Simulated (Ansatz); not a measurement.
## Relaxing ZrB

These are results of DFT PBE, scalar-relativistic, plane waves, PAW (Ansatz), not measurements. Cutoff 420 eV, Γ-centred k mesh, Gaussian smearing, no spin polarisation in the final step.

ZrB was placed on the nickel arsenide structure type (P6_3/mmc, No. 194), with Zr in place of Ni, B in place of As, at a guessed volume.

```xyz
4
Lattice="3.3929 0.0000 0.0000 -1.6964 2.9383 0.0000 0.0000 0.0000 4.8469" Properties=species:S:1:pos:R:3 pbc="T T T"
Zr    0.0000    0.0000    0.0000
Zr    0.0000    0.0000    2.4235
B     0.0000    1.9589    1.2117
B     1.6964    0.9794    3.6352
```

Cell and atoms relax at zero pressure; the relaxation can't lower the symmetry of the start. After a coarse first stage the cell is made exact in the group found at 0.06 Å.

Formation energies are uncorrected and refer to the elements' standard structures at the same level.

(1) Describe the relaxed structure.

(2) What are its volume, energy, density and gap?

Results:

(1) It keeps P6_3/mmc (No. 194). The result has the nickel arsenide (Zr on Ni sites) structure. Conventional cell: a = 3.388 Å, c = 6.185 Å. Around Zr lie 6 B at 2.49 Å; B has 6 Zr at 2.49 Å.

```xyz
4
Lattice="3.3882 0.0000 0.0000 -1.6941 2.9343 0.0000 0.0000 0.0000 6.1853" Properties=species:S:1:pos:R:3 pbc="T T T"
Zr    0.0000    0.0000    0.0000
Zr    0.0000    0.0000    3.0926
B     0.0000    1.9562    1.5463
B     1.6941    0.9781    4.6390
```

(2) The volume per atom is 15.37 Å³, the density is 5.51 g/cm³ and the energy over the elements is 0.03 eV/atom. The gap on the 15×15×8 mesh is 0 eV (a metal).

The final run used a 15×15×8 mesh on its 4-atom cell and 0.10 eV smearing. The k mesh leaves about 4 meV/atom of noise in metals. A structure relaxed within its symmetry needn't be a true minimum.